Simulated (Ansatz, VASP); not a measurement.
## SnO in VASP and in Ansatz

```
CELL_PARAMETERS angstrom
3.35500 0.00000 0.00000
0.00000 5.67410 0.00000
0.00000 0.00000 4.22197
ATOMIC_POSITIONS crystal
Sn 0.00000 0.23191 0.51314
Sn 0.50000 0.76809 0.01314
O 0.00000 0.89125 0.73686
O 0.50000 0.10875 0.23686
```

The cell comes from a database or a generator and needn't be the stable form of this composition.

Alike in both runs: task single point; functional LDA; k mesh 8 × 6 × 6; occupations gaussian, width 0.05 eV; no spin polarisation.

```csv
,VASP,Ansatz
version,VASP 6.6.1,Ansatz 0.2.0
potentials or method,"VASP PAW LDA potentials, release 64 (Sn_d, O)","scalar-relativistic, plane waves, PAW"
plane-wave cutoff (eV),520,420
valence electrons in the cell,40,40
```

```csv
,VASP,Ansatz,Ansatz less VASP
gap on the k mesh at the Fermi level (eV),1.35,1.38,+0.025
least direct gap on the mesh (eV),2.00,2.03,+0.032
pressure (GPa),-5.2,-5.5,-0.27
largest component of the traceless stress (GPa),0.91,0.93,+0.023
rms of the force components (eV/Å),0.284,0.324,+0.0398
```

Atom by atom the forces differ by 0.042 eV/Å (rms over components).

Caveats: spin-orbit coupling is left out, which moves the levels of the heavy elements. As with any semilocal functional, this LDA gap is likely too small. A k mesh can miss the band edges.
